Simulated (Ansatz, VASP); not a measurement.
**One calculation of Mg, two programs**

```
Mg
1.0
     3.67116    0.00000    0.00000
     0.00000    3.67116    0.00000
     0.13639    0.00000    3.40983
Mg
2
Direct
  0.00000 0.00000 0.00000
  0.50000 0.50000 0.50000
```

Change from the starting cell: shear of c along a, cell held, atoms relaxed: +4.0 %.

Alike in both runs: task single point; functional PBE; k mesh 12 × 12 × 12; occupations gaussian, width 0.1 eV; no spin polarisation.

|  | VASP | Ansatz |
| --- | --- | --- |
| version | VASP 6.6.1 | Ansatz 0.2.0 |
| potentials or method | VASP PAW PBE potentials, release 64 (Mg) | scalar-relativistic, plane waves, PAW |
| plane-wave cutoff (eV) | 520 | 420 |
| valence electrons in the cell | 4 | 20 |

|  | VASP | Ansatz | Ansatz less VASP |
| --- | --- | --- | --- |
| gap on the k mesh at the Fermi level (eV) | none | none | - |
| pressure (GPa) | -0.1 | 0.0 | +0.13 |
| largest component of the traceless stress (GPa) | 1.14 | 1.14 | -0.003 |

A gap of «none» marks a metal or a gap that the smearing closes. With one functional, cell and mesh, what is left measures potentials, basis and numerics. The two sets of potentials don't hold the same shells in valence.
